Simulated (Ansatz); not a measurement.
## Rb in Ansatz: convergence with basis error

Input of the first run (basis error 0.03 eV/atom); the others differ in this setting and in those tied to it:

Contents of input.yaml:

```yaml
crystal:
  lattice:
    - [-2.9545118615, 2.9545118615, 2.7308451955]
    - [2.9545118615, -2.9545118615, 2.7308451955]
    - [2.9545118615, 2.9545118615, -2.7308451955]
  atoms:
    - { symbol: Rb, position: [0.0, 0.0, 0.0] }
kpoints:
  mp_grid: { grid: [7, 7, 7] }
scf:
  occupations: { method: fermi_dirac, width: 0.05 }
hamiltonian:
  xc: lda
  pseudopotentials: { kind: all_electron, lapw: { basis_error: 0.03 } }
output:
  forces: true
  stress: true
  eigenvalues: true
```

Potentials or basis: all-electron LAPW, scalar-relativistic.

The run is started by

```console
$ ansatz run input.yaml --threads 1 --pin off --max-ram 3072MiB --backend cpu --events-out ev --progress --plain --runs-dir out
```

This isn't the form of Rb at room conditions, which is bcc.

Hardware: 1 thread of Arm Neoverse V1, with other jobs on the host.

| basis error | energy less the tightest run, at zero smearing (meV/atom) | SCF cycles | CPU time (s) | peak memory (GiB) |
| --- | --- | --- | --- | --- |
| 0.03 eV/atom | 8.13 | 7 | 0.88 | 0.18 |
| 0.01 eV/atom | 2.40 | 7 | 1.1 | 0.18 |
| 0.003 eV/atom | 0.65 | 7 | 1.3 | 0.18 |
| 0.001 eV/atom | 0.19 | 7 | 1.6 | 0.19 |
| 0.0003 eV/atom | 0.04 | 7 | 1.9 | 0.2 |
| 0.0001 eV/atom | 0.00 | 7 | 2.6 | 0.21 |

Against the tightest run, the energy stays within 1 meV/atom from 0.003 eV/atom on. The tightest run that finished is the yardstick and may itself not be fully converged.

The runs don't all hold the same shells in valence.
